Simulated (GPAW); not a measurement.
The system is CoO.

```
Co O
1.0
     1.60222    0.92504    2.56647
    -1.60222    0.92504    2.56647
     0.00000   -1.85008    2.56647
Co O
1 1
Direct
  0.99898 0.99898 0.99898
  0.75102 0.75102 0.75102
```

Measurements of this composition are mostly on another form, of space group No. 225.

| Item | Value |
| --- | --- |
| Program | GPAW 26.7.0 |
| Task | single point |
| Functional | PBEsol |
| Potentials or basis | PAW data sets generated in the run's folder for this functional |
| Cutoff | 800 eV |
| Basis | pw |
| k mesh | 10 × 10 × 10 |
| Occupations | fermi-dirac, width 0.05 eV |
| Spin | collinear spin, ferromagnetic start |
| Starting moments | [2.0, 0.0] μB |

On this cell: pressure -6.8 GPa; largest force 0.246 eV/Å; net moment 2.77 μB per cell; site moments Co +2.33; O +0.24 μB; band gap on the k mesh none (metal or under the smearing width).

The same run follows on a disturbed copy (atoms moved at random, drawn with an rms of 0.05 Å):

```
Co O
1.0
     1.60222    0.92504    2.56647
    -1.60222    0.92504    2.56647
     0.00000   -1.85008    2.56647
Co O
1 1
Direct
  0.01272 0.00224 0.98224
  0.74686 0.76643 0.74039
```

What does the disturbed cell give?

The energy (extrapolated to zero smearing) moves by +2.3 meV/atom; pressure -6.7 GPa; largest force 0.297 eV/Å; net moment 2.77 μB per cell; site moments Co +2.33; O +0.24 μB; band gap on the k mesh none (metal or under the smearing width).

Forces in eV/Å, atoms in the order of the input:
```
Co  -0.176 -0.080  0.225
O    0.176  0.080 -0.225
```

Stress tensor (GPa, compression positive):
```
-7.62  1.76  1.41
 1.76 -9.06  0.58
 1.41  0.58 -3.31
```

Caveats: a cell with one magnetic atom can't hold antiferromagnetic order, which such compounds often take; semilocal functionals often make such compounds metallic where correlation or magnetic order opens a gap, which also shifts bond lengths.
